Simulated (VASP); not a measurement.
The system is CuAu.

```xyz
2
Lattice="2.8107 0.0000 0.0000 0.0000 2.8107 0.0000 0.0000 0.0000 3.6850" Properties=species:S:1:pos:R:3 pbc="T T T"
Au    0.0000    0.0000    0.0000
Cu    1.4054    1.4054    1.8425
```

* Program: VASP 6.6.1
* Task: relaxation of cell and atoms
* Functional: r2SCAN
* Potentials or basis: VASP PAW PBE potentials, release 64 (Au, Cu)
* Cutoff: 600 eV
* k mesh: 8 × 8 × 6
* Occupations: fermi-dirac, width 0.05 eV
* Spin: no spin polarisation

At the start: pressure 0.7 GPa; volume 14.56 Å³/atom.

Problem. Where does the relaxation end?

Solution. Over 7 steps the energy falls by 6.2 meV/atom and the volume is 14.60 Å³/atom (+0.3 %); space group P4/mmm (No. 123, to 0.05 Å).

The path:
| step | energy change (eV) | largest force (eV/Å) | pressure (GPa) | volume (Å³) |
| --- | --- | --- | --- | --- |
| 1 | 0.0000 | 0.0000 | 0.68 | 29.11 |
| 2 | -0.0045 | 0.0000 | -0.72 | 29.37 |
| 3 | -0.0057 | 0.0000 | -1.79 | 29.58 |
| 4 | -0.0082 | 0.0000 | -1.44 | 29.50 |
| 5 | -0.0121 | 0.0000 | -0.34 | 29.27 |
| 6 | -0.0123 | 0.0000 | -0.03 | 29.21 |
| 7 | -0.0123 | 0.0000 | 0.04 | 29.19 |

Final structure:
```xyz
2
Lattice="2.8745 0.0000 0.0000 0.0000 2.8745 0.0000 0.0000 0.0000 3.5329" Properties=species:S:1:pos:R:3 pbc="T T T"
Au    0.0000    0.0000    0.0000
Cu    1.4373    1.4373    1.7665
```

Caveat: the PAW data sets were made with another functional, which shifts forces and pressure a little.
